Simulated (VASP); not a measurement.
A run of VASP 6.6.1 is set up as follows.

INCAR

```
SYSTEM = Zn
PREC = Accurate
ENCUT = 520
EDIFF = 1E-6
ISMEAR = -1
SIGMA = 0.03
LREAL = .FALSE.
LASPH = .TRUE.
NELM = 100
ALGO = Fast
ISIF = 2
LWAVE = .FALSE.
LCHARG = .FALSE.
GGA = PE
NBANDS = 19
```

The input KPOINTS:

```
Automatic mesh
0
G
  18 18 8
  0 0 0
```

The input POSCAR:

```
Zn
1.0
    2.6647980532      0.0000000000      0.0000000000
   -1.3323990266      2.3077828100      0.0000000000
    0.0000000000      0.0000000000      4.9467000000
Zn
2
Direct
    0.3333333333      0.6666666667      0.2904309944
    0.6666666667      0.3333333333      0.7500000000
```

Potentials or basis: VASP PAW PBE potentials, release 64 (Zn).

Command:

```sh
$ cat potpaw_PBE.64/Zn/POTCAR > POTCAR
$ mpirun -np 1 vasp_std > vasp.out
```

(1) Estimate the largest force.

(2) Estimate the pressure.

Answers

(1) 0.495 eV/Å.

(2) 1.2 GPa.
